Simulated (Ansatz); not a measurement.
C: a vibration from a frozen displacement

Theory: DFT PBE+D3(BJ), scalar-relativistic, plane waves, PAW in Ansatz 0.2.0. Settings: plane waves to 420 eV, k-mesh 24×24×2 (Γ-centred), Gaussian smearing 0.15 eV. No spin polarisation. Energies are free energies at this smearing, counted from the undisturbed cell; pressure is positive in compression.

Zero of the scan (relaxed at this level; this form isn't the usual structure):

```yaml
crystal:
  lattice:
    - [2.46527, 0.00000, 0.00000]
    - [-1.23263, 2.13498, 0.00000]
    - [0.00000, 0.00000, 23.92229]
  atoms:
    - { symbol: C, position: [0.00000, 0.00000, 0.57116] }
    - { symbol: C, position: [0.00000, 0.00000, 0.42884] }
    - { symbol: C, position: [0.33333, 0.66667, 0.42882] }
    - { symbol: C, position: [0.66667, 0.33333, 0.57118] }
```

Atom 1 (C) is moved by x along the Cartesian unit vector (0.707, 0.707, 0.000); the cell and all other atoms stay fixed. The cell's volume is 125.91 Å³; the moved atoms weigh 12.011 u together and the others 36.033 u.

| x (Å) | ΔE (meV/cell) | total force on the moved atoms along the move (eV/Å) | pressure (GPa) |
| --- | --- | --- | --- |
| -0.2000 | 945.13 | 8.4960 | 2.1472 |
| -0.1200 | 361.32 | 5.7715 | 0.8407 |
| -0.0400 | 42.08 | 2.0825 | 0.1028 |
| 0.0000 | 0.00 | 0.0000 | 0.0037 |
| 0.0800 | 180.36 | -4.6098 | 0.4409 |
| 0.1600 | 753.84 | -9.8458 | 1.8731 |

Problem. What frequency belongs to this motion?

Solution. The force constant is k = −dF/dx = 53.916 eV/Å², from the parabola through x = -0.0400, 0 and 0.0800. In every cell the moved atoms swing against the rest, so the mass is μ = m₁m₂/(m₁ + m₂) = 9.008 u, and ν̃ = 521.5 cm⁻¹ × √(|k|/μ) = 1276 cm⁻¹. Steps this long are already anharmonic: the energies of the same points give k = 55.107 eV/Å², so the harmonic k is uncertain by that gap or more. The pattern needn't be a normal mode: ν̃² is then a weighted mean of the squared nonzero frequencies at the zone centre of this cell, so it lies between the lowest and the highest of them.

Problem. How far does the harmonic law reach?

Solution. At x = -0.200 Å, kx²/2 = 1078.32 meV against the computed 945.13 meV (-12.4 %): the well softens in this direction at large amplitude.

In a metal these slopes depend on the k mesh and the smearing.

Cost: 6 runs of about 4.1 core-minutes in all, on Intel Xeon 6975P-C (Granite Rapids) (shared hosts).

The calculated frequency lies well below the familiar G band of graphene layers, but the two don't conflict. Moving one atom of this AB-stacked bilayer against the other three combines the in-plane optical stretch of its own layer with a rigid shear of the two layers. The shear is held only by weak interlayer forces and adds almost nothing to the restoring force, so it pulls the mean down. The stiffness itself comes from the sp² σ bonds.

The well is lopsided rather than uniformly soft: the computed energies fall below the harmonic law at every negative x and above it at every positive x. Positive x drives the atom almost straight at one of its three neighbours, where repulsion rises steeply, while negative x stretches that same bond and steers the atom towards the wider gap between the other two. This is the cubic term expected at a site without in-plane inversion symmetry. Because the σ framework dominates, the 1276 cm⁻¹ says little about how well the interlayer attraction is described.
